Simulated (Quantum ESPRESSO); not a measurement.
# AlNi3 (Pm-3m) in Quantum ESPRESSO: equation of state

How stiff is AlNi3 in PBE, and what volume does it want? The cell is scaled to several volumes.

Everything below comes from runs of Quantum ESPRESSO 7.5. Logs are shortened: lines on timing, memory, paths and dates and some standing lists are left out, and cuts for length are marked.

**1. The structure**

Symmetry: Pm-3m, No. 221, cubic system. The conventional cell has a = 3.523 Å, b = 3.523 Å, c = 3.523 Å, α = 90.00°, β = 90.00°, γ = 90.00°. Ni (site symmetry 4/mmm) is surrounded by 8 Ni at 2.49 Å and 4 Al at 2.49 Å. Al (site symmetry m-3m) is surrounded by 12 Ni at 2.49 Å.

The cell is a database's computed one.

**2. Single point, PBE, collinear spin, ferromagnetic start, 10.28 Å³/atom**

Input file pw.in:

```
&CONTROL
  calculation = 'scf'
  prefix = 'pwscf'
  outdir = './tmp'
  pseudo_dir = './pseudo'
  tprnfor = .true.
  tstress = .true.
  disk_io = 'nowf'
/
&SYSTEM
  ibrav = 0
  nat = 4
  ntyp = 2
  ecutwfc = 55
  ecutrho = 440
  nbnd = 42
  occupations = 'smearing'
  smearing = 'fd'
  degauss = 0.00367493
  nspin = 2
  starting_magnetization(1) = 0.0556
  starting_magnetization(2) = 0
/
&ELECTRONS
  conv_thr = 8d-10
  electron_maxstep = 120
  mixing_beta = 0.3
/
ATOMIC_SPECIES
Ni    58.6934 ni_pbe_v1.4.uspp.F.UPF
Al    26.9815 Al.pbe-n-kjpaw_psl.1.0.0.UPF
CELL_PARAMETERS angstrom
   3.4511354705    0.0000000000    0.0000000000
   0.0000000000    3.4511354705    0.0000000000
   0.0000000000    0.0000000000    3.4511354705
ATOMIC_POSITIONS crystal
Ni     0.5000000000    0.5000000000    0.0000000000
Ni     0.5000000000    0.0000000000    0.5000000000
Ni     0.0000000000    0.5000000000    0.5000000000
Al     0.0000000000    0.0000000000    0.0000000000
K_POINTS automatic
8 8 8 0 0 0
```

Potentials or basis: SSSP 1.3 efficiency PBE.

The run is started by

```
OMP_NUM_THREADS=1 mpirun -n 2 pw.x -nk 2 -in pw.in > pw.out
```

pw.out:

```text
This program is part of the open-source Quantum ESPRESSO suite
     for quantum simulation of materials; please cite
         "P. Giannozzi et al., J. Phys.:Condens. Matter 21 395502 (2009);
         "P. Giannozzi et al., J. Phys.:Condens. Matter 29 465901 (2017);
         "P. Giannozzi et al., J. Chem. Phys. 152 154105 (2020);
     in publications or presentations arising from this work. More details at

     file Al.pbe-n-kjpaw_psl.1.0.0.UPF: wavefunction(s)  3S 3P renormalized
     Message from routine setup:
     using ibrav=0 with symmetry is DISCOURAGED, use correct ibrav instead
[... 6 lines left out ...]
     --------------------
     sticks:   dense  smooth     PW     G-vecs:    dense   smooth      PW
     Sum        1481     749    233                43387    15419    2601

     Using Slab Decomposition

     bravais-lattice index     =            0
     lattice parameter (alat)  =       6.5217  a.u.
     unit-cell volume          =     277.3848 (a.u.)^3
     number of atoms/cell      =            4
     number of atomic types    =            2
     number of electrons       =        57.00
     number of Kohn-Sham states=           42
     kinetic-energy cutoff     =      55.0000  Ry
     charge density cutoff     =     440.0000  Ry
     scf convergence threshold =      8.0E-10
     mixing beta               =       0.3000
     number of iterations used =            8  plain     mixing
     Exchange-correlation= SLA  PW   PBX  PBC
                           (   1   4   3   4   0   0   0)

     celldm(1)=   6.521701  celldm(2)=   0.000000  celldm(3)=   0.000000
     celldm(4)=   0.000000  celldm(5)=   0.000000  celldm(6)=   0.000000

     crystal axes: (cart. coord. in units of alat)
               a(1) = (   1.000000   0.000000   0.000000 )
               a(2) = (   0.000000   1.000000   0.000000 )
               a(3) = (   0.000000   0.000000   1.000000 )

     reciprocal axes: (cart. coord. in units 2 pi/alat)
               b(1) = (  1.000000  0.000000  0.000000 )
               b(2) = (  0.000000  1.000000  0.000000 )
               b(3) = (  0.000000  0.000000  1.000000 )

     PseudoPot. # 1 for Ni read from file:
     ni_pbe_v1.4.uspp.F.UPF
     Pseudo is Ultrasoft + core correction, Zval = 18.0
     Generated by new atomic code, or converted to UPF format
     Using radial grid of  865 points,  6 beta functions with:
                l(1) =   0
                l(2) =   0
                l(3) =   1
                l(4) =   1
                l(5) =   2
                l(6) =   2
     Q(r) pseudized with 10 coefficients,  rinner =    0.980   0.980   0.980
                                                       0.980   0.980

     PseudoPot. # 2 for Al read from file:
     Al.pbe-n-kjpaw_psl.1.0.0.UPF
     Pseudo is Projector augmented-wave + core cor, Zval =  3.0
     Generated using "atomic" code by A. Dal Corso  v.5.1
     Shape of augmentation charge: PSQ
     Using radial grid of 1135 points,  6 beta functions with:
                l(1) =   0
                l(2) =   0
                l(3) =   1
                l(4) =   1
                l(5) =   2
                l(6) =   2
     Q(r) pseudized with 0 coefficients

     atomic species   valence    mass     pseudopotential
     Ni               18.00    58.69340     Ni( 1.00)
     Al                3.00    26.98150     Al( 1.00)

     Starting magnetic structure
     atomic species   magnetization
     Ni              0.056
     Al              0.000

     48 Sym. Ops., with inversion, found

   Cartesian axes

     site n.     atom                  positions (alat units)
         1        Ni     tau(   1) = (   0.5000000   0.5000000   0.0000000  )
         2        Ni     tau(   2) = (   0.5000000   0.0000000   0.5000000  )
         3        Ni     tau(   3) = (   0.0000000   0.5000000   0.5000000  )
         4        Al     tau(   4) = (   0.0000000   0.0000000   0.0000000  )

     number of k points=    35  Fermi-Dirac smearing, width (Ry)=  0.0037
                       cart. coord. in units 2pi/alat
        k(    1) = (   0.0000000   0.0000000   0.0000000), wk =   0.0019531
        k(    2) = (   0.0000000   0.0000000   0.1250000), wk =   0.0117188
        k(    3) = (   0.0000000   0.0000000   0.2500000), wk =   0.0117188
        k(    4) = (   0.0000000   0.0000000   0.3750000), wk =   0.0117188
        k(    5) = (   0.0000000   0.0000000  -0.5000000), wk =   0.0058594
        k(    6) = (   0.0000000   0.1250000   0.1250000), wk =   0.0234375
[... 27 lines left out ...]
        k(   34) = (   0.3750000  -0.5000000  -0.5000000), wk =   0.0117188
        k(   35) = (  -0.5000000  -0.5000000  -0.5000000), wk =   0.0019531

     Dense  grid:    43387 G-vectors     FFT dimensions: (  45,  45,  45)

     Smooth grid:    15419 G-vectors     FFT dimensions: (  32,  32,  32)

     Check: negative core charge=   -0.000010
     Generating pointlists ...
     new r_m :   0.2917 (alat units)  1.9023 (a.u.) for type    1
     new r_m :   0.2917 (alat units)  1.9023 (a.u.) for type    2

     Initial potential from superposition of free atoms

     starting charge      50.9977, renormalised to      57.0000
     Starting wfcs are   43 randomized atomic wfcs
     Checking if some PAW data can be deallocated...

     Self-consistent Calculation

     iteration #  1     ecut=    55.00 Ry     beta= 0.30
     Davidson diagonalization with overlap
     ethr =  1.00E-02,  avg # of iterations =  5.7

     total energy              =   -1035.66790692 Ry
     estimated scf accuracy    <     131.49499242 Ry

     total magnetization       =     0.25 Bohr mag/cell
     absolute magnetization    =     0.35 Bohr mag/cell

     iteration #  2     ecut=    55.00 Ry     beta= 0.30
     Davidson diagonalization with overlap
     ethr =  1.00E-02,  avg # of iterations =  3.1

     total energy              =   -1067.48166965 Ry
     estimated scf accuracy    <      20.64629435 Ry

     total magnetization       =     0.06 Bohr mag/cell
     absolute magnetization    =     0.19 Bohr mag/cell
[... 121 lines left out ...]
     iteration # 15     ecut=    55.00 Ry     beta= 0.30
     Davidson diagonalization with overlap
     ethr =  7.61E-11,  avg # of iterations =  3.0

     total energy              =   -1069.44650927 Ry
     estimated scf accuracy    <       0.00000004 Ry

     total magnetization       =     0.61 Bohr mag/cell
     absolute magnetization    =     0.75 Bohr mag/cell

     iteration # 16     ecut=    55.00 Ry     beta= 0.30
     Davidson diagonalization with overlap
     ethr =  7.31E-11,  avg # of iterations =  2.1

     Magnetic moment per site  (integrated on atomic sphere of radius R)
     atom   1 (R=0.292)  charge= 16.7508  magn=  0.2264
     atom   2 (R=0.292)  charge= 16.7508  magn=  0.2264
     atom   3 (R=0.292)  charge= 16.7508  magn=  0.2264
     atom   4 (R=0.292)  charge=  1.2769  magn= -0.0138

     End of self-consistent calculation

 ------ SPIN UP ------------

          k = 0.0000 0.0000 0.0000 (  1935 PWs)   bands (ev):

   -85.8103 -85.7662 -85.7662 -46.2810 -46.2810 -46.2810 -46.1821 -46.1821
   -46.1821 -46.0914 -46.0914 -46.0914   6.8286  12.5873  13.3565  13.3565
    13.7783  13.7783  13.7783  15.9700  15.9700  15.9700  16.8868  16.8868
    17.2742  17.5205  17.5205  17.5205  18.3584  18.3584  18.3584  24.5599
    24.5599  25.6613  30.4721  30.4721  30.4721  32.2841  32.2841  32.2841
    33.1519  33.1519

          k = 0.0000 0.0000 0.1250 (  1895 PWs)   bands (ev):

   -85.8088 -85.7677 -85.7662 -46.2770 -46.2770 -46.2746 -46.1832 -46.1832
   -46.1824 -46.0985 -46.0943 -46.0943   7.0339  12.6521  13.2420  13.4905
    13.8155  13.8155  13.8293  15.8546  15.8546  15.9128  16.7568  16.8890
    17.0733  17.0733  17.1938  17.5207  17.6477  19.0632  19.0632  24.5246
    25.0586  26.3570  29.4681  29.4681  29.9427  31.5368  31.6179  31.6179
    33.1328  35.3065
[... 273 lines left out ...]
   -85.7829 -85.7807 -85.7786 -46.3054 -46.2723 -46.2701 -46.2642 -46.1327
   -46.1257 -46.1236 -46.0945 -46.0897  11.3193  12.6287  12.8699  13.3965
    14.6407  14.7632  14.7990  15.2085  15.2143  15.3633  15.6496  16.1426
    16.1940  16.4612  16.5867  16.9106  17.2746  17.8432  17.9107  21.7600
    22.0401  23.0107  23.7010  33.5171  34.4809  36.2171  37.2388  38.4929
    38.7749  39.0546

          k = 0.3750-0.5000-0.5000 (  1908 PWs)   bands (ev):

   -85.7807 -85.7807 -85.7807 -46.3116 -46.2773 -46.2711 -46.2711 -46.1247
   -46.1247 -46.1188 -46.0936 -46.0858  11.3715  12.9430  12.9430  13.1502
    14.8586  14.8586  14.9586  15.2507  15.2507  15.2590  15.8278  16.2490
    16.2490  16.3440  16.4926  16.9079  17.2244  17.5497  17.5497  21.8801
    22.2928  22.2928  22.6892  34.2508  36.0610  37.7175  37.7175  38.0970
    38.5615  38.5615

          k =-0.5000-0.5000-0.5000 (  1904 PWs)   bands (ev):

   -85.7807 -85.7807 -85.7807 -46.3195 -46.2773 -46.2773 -46.2773 -46.1188
   -46.1188 -46.1188 -46.0858 -46.0858  11.3476  13.0791  13.0791  13.0791
    15.1894  15.1894  15.1894  15.2299  15.2299  15.2299  16.0336  16.0336
    16.0336  16.3264  16.3264  17.1320  17.3062  17.3062  17.3062  21.5150
    21.9799  21.9799  21.9799  36.5155  36.5155  38.5346  38.5346  38.5346
    39.7185  39.8827

 ------ SPIN DOWN ----------

          k = 0.0000 0.0000 0.0000 (  1935 PWs)   bands (ev):

   -85.4998 -85.4552 -85.4552 -45.9843 -45.9843 -45.9843 -45.9039 -45.9039
   -45.9039 -45.7663 -45.7663 -45.7663   6.8065  12.6828  13.4939  13.4939
    14.0157  14.0157  14.0157  16.1813  16.1813  16.1813  17.0875  17.0875
    17.5320  17.8806  17.8806  17.8806  18.3341  18.3341  18.3341  24.6547
    24.6547  25.7332  30.4591  30.4591  30.4591  32.2897  32.2897  32.2897
    33.1821  33.1821

          k = 0.0000 0.0000 0.1250 (  1895 PWs)   bands (ev):

   -85.4983 -85.4567 -85.4552 -45.9806 -45.9806 -45.9788 -45.9050 -45.9050
   -45.9042 -45.7726 -45.7690 -45.7690   7.0118  12.7448  13.3650  13.6305
    14.0469  14.0469  14.0701  16.0583  16.0583  16.1203  16.9477  17.0894
    17.3519  17.3519  17.4495  17.6740  17.8808  19.1300  19.1300  24.6152
    25.1348  26.4170  29.4815  29.4815  29.9376  31.5512  31.6200  31.6200
    33.1578  35.3162
[... 273 lines left out ...]
   -85.4721 -85.4699 -85.4677 -45.9952 -45.9930 -45.9905 -45.9602 -45.8522
   -45.8469 -45.8447 -45.7512 -45.7447  11.3509  12.7230  12.9883  13.5798
    14.7578  14.8148  14.9073  15.4538  15.4547  15.6185  15.7805  16.3195
    16.3703  16.6522  16.7520  17.0641  17.5933  18.0827  18.0937  21.8817
    22.2069  23.1203  23.8205  33.4942  34.4567  36.2227  37.2343  38.4630
    38.7906  39.0664

          k = 0.3750-0.5000-0.5000 (  1908 PWs)   bands (ev):

   -85.4699 -85.4699 -85.4699 -46.0003 -45.9940 -45.9940 -45.9700 -45.8458
   -45.8458 -45.8398 -45.7486 -45.7408  11.4137  13.0785  13.0785  13.3190
    14.9437  14.9437  14.9698  15.4873  15.4873  15.5131  15.9734  16.4160
    16.4160  16.5314  16.6524  16.9597  17.5421  17.8318  17.8318  21.9722
    22.4506  22.4506  22.8382  34.2245  36.0342  37.7174  37.7174  38.0906
    38.5322  38.5322

          k =-0.5000-0.5000-0.5000 (  1904 PWs)   bands (ev):

   -85.4699 -85.4699 -85.4699 -46.0002 -46.0002 -46.0002 -45.9780 -45.8398
   -45.8398 -45.8398 -45.7408 -45.7408  11.3960  13.2540  13.2540  13.2540
    15.1987  15.1987  15.1987  15.4435  15.4435  15.4435  16.2082  16.2082
    16.2082  16.5131  16.5131  17.1241  17.6245  17.6245  17.6245  21.6184
    22.1560  22.1560  22.1560  36.4891  36.4891  38.4962  38.4963  38.4963
    39.6742  39.8661

     the Fermi energy is    17.5070 ev

!    total energy              =   -1069.44650949 Ry
     estimated scf accuracy    <          6.4E-10 Ry
     smearing contrib. (-TS)   =      -0.00221447 Ry
     internal energy E=F+TS    =   -1069.44429502 Ry

     The total energy is F=E-TS. E is the sum of the following terms:
     one-electron contribution =    -665.46038826 Ry
     hartree contribution      =     369.80240867 Ry
     xc contribution           =    -109.71800453 Ry
     ewald contribution        =    -629.36766806 Ry
     one-center paw contrib.   =     -34.70064284 Ry

     total magnetization       =     0.61 Bohr mag/cell
     absolute magnetization    =     0.76 Bohr mag/cell

     convergence has been achieved in  16 iterations

     Forces acting on atoms (cartesian axes, Ry/au):

     atom    1 type  1   force =     0.00000000    0.00000000    0.00000000
     atom    2 type  1   force =     0.00000000    0.00000000    0.00000000
     atom    3 type  1   force =     0.00000000    0.00000000    0.00000000
     atom    4 type  2   force =     0.00000000    0.00000000    0.00000000

     Total force =     0.000000     Total SCF correction =     0.000000

     Computing stress (Cartesian axis) and pressure

          total   stress  (Ry/bohr**3)                   (kbar)     P=      225.80
   0.00153493   0.00000000   0.00000000          225.80        0.00        0.00
   0.00000000   0.00153493   0.00000000            0.00      225.80        0.00
   0.00000000   0.00000000   0.00153493            0.00        0.00      225.80

=------------------------------------------------------------------------------=
   JOB DONE.
=------------------------------------------------------------------------------=
```

Wall time 2.8 min (2 MPI ranks of Intel Xeon at 2.50GHz (Skylake/Cascade Lake), shared host); peak memory 0.38 GiB.

Results:

| Quantity | Value |
| --- | --- |
| Free energy | -14550.5610 eV |
| Pressure | 22.6 GPa |
| Band gap on the k mesh | none (metal or under the smearing width) |
| Net moment | 0.61 μB per cell |
| Absolute moment | 0.76 μB per cell |
| Site moments | Ni +0.23; Al -0.01 μB |
| Valence electrons inside the program's atomic spheres | Ni 16.75; Al 1.28 |

**3. Single point, PBE, collinear spin, ferromagnetic start, 10.49 Å³/atom**

pw.in, as its differences from that of step 2:

```diff
@@ -32,5 +32,5 @@
 CELL_PARAMETERS angstrom
-   3.4511354705    0.0000000000    0.0000000000
-   0.0000000000    3.4511354705    0.0000000000
-   0.0000000000    0.0000000000    3.4511354705
+   3.4754400422    0.0000000000    0.0000000000
+   0.0000000000    3.4754400422    0.0000000000
+   0.0000000000    0.0000000000    3.4754400422
 ATOMIC_POSITIONS crystal
```

Potentials or basis: SSSP 1.3 efficiency PBE.

The run is started by

```
OMP_NUM_THREADS=1 mpirun -n 2 pw.x -nk 2 -in pw.in > pw.out
```

It took 2.4 min on 2 MPI ranks of Intel Xeon at 2.50GHz (Skylake/Cascade Lake), shared host; peak memory 0.38 GiB.

It converged, with:

| Quantity | Value |
| --- | --- |
| Free energy | -14550.6699 eV |
| Pressure | 17.0 GPa |
| Band gap on the k mesh | none (metal or under the smearing width) |
| Net moment | 0.65 μB per cell |
| Absolute moment | 0.80 μB per cell |
| Site moments | Ni +0.24; Al -0.01 μB |
| Valence electrons inside the program's atomic spheres | Ni 16.77; Al 1.28 |

[end of part 1 of 2]
